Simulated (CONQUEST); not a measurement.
The system is PtSe2 (Sudovikovite).

```
Pt Se
1.0
     3.72400    0.00000    0.00000
     0.00000    5.06200    0.00000
     0.00000    0.00000    6.45016
Pt Se
2 4
Cartesian
  0.0000 0.0000 0.0000
  1.8620 0.0000 3.2251
  0.0000 3.7965 2.1501
  1.8620 3.7965 5.3751
  0.0000 1.2655 4.3001
  1.8620 1.2655 1.0750
```

Base run:

| Item | Value |
| --- | --- |
| Program | CONQUEST 1.3 |
| Functional | PBE |
| Potentials or basis | PseudoDojo NC PBE, DZP, grid cutoff 120 Ha |
| k mesh | 7 × 5 × 4 |
| Occupations | fermi-dirac, width 0.05 eV |
| Spin | no spin polarisation |

Its results: band gap on the k mesh none (metal or under the smearing width); pressure 10.9 GPa; largest force 1.161 eV/Å.

Question: After a change of settings the same cell gave: band gap on the k mesh none (metal or under the smearing width); pressure 23.5 GPa; largest force 2.856 eV/Å. Which change was it?
A. potentials or basis from PseudoDojo NC PBE, DZP, grid cutoff 120 Ha to PseudoDojo NC PBE, SZ, grid cutoff 120 Ha
B. potentials or basis from PseudoDojo NC PBE, DZP, grid cutoff 120 Ha to PseudoDojo NC PBE, SZP, grid cutoff 120 Ha
C. potentials or basis from PseudoDojo NC PBE, DZP, grid cutoff 120 Ha to PseudoDojo NC PBE, SZP, grid cutoff 120 Ha; k mesh from 7 × 5 × 4 to 6 × 5 × 4
D. potentials or basis from PseudoDojo NC PBE, DZP, grid cutoff 120 Ha to PseudoDojo NC PBE, DZ, grid cutoff 120 Ha

Answer: A.

Caveats: the basis of atomic orbitals isn't converged, which shifts pressures, moduli and gaps; forces of over 1 eV/Å show positions far from the minimum, so gaps and moduli don't describe the material at rest; the atomic basis is small (some runs); the box holds several primitive cells, so bands are folded and the points are those of the box's own zone (some runs); so large a pressure means that the cell lies far from this level's equilibrium, or that cutoff or potentials fall short (some runs).
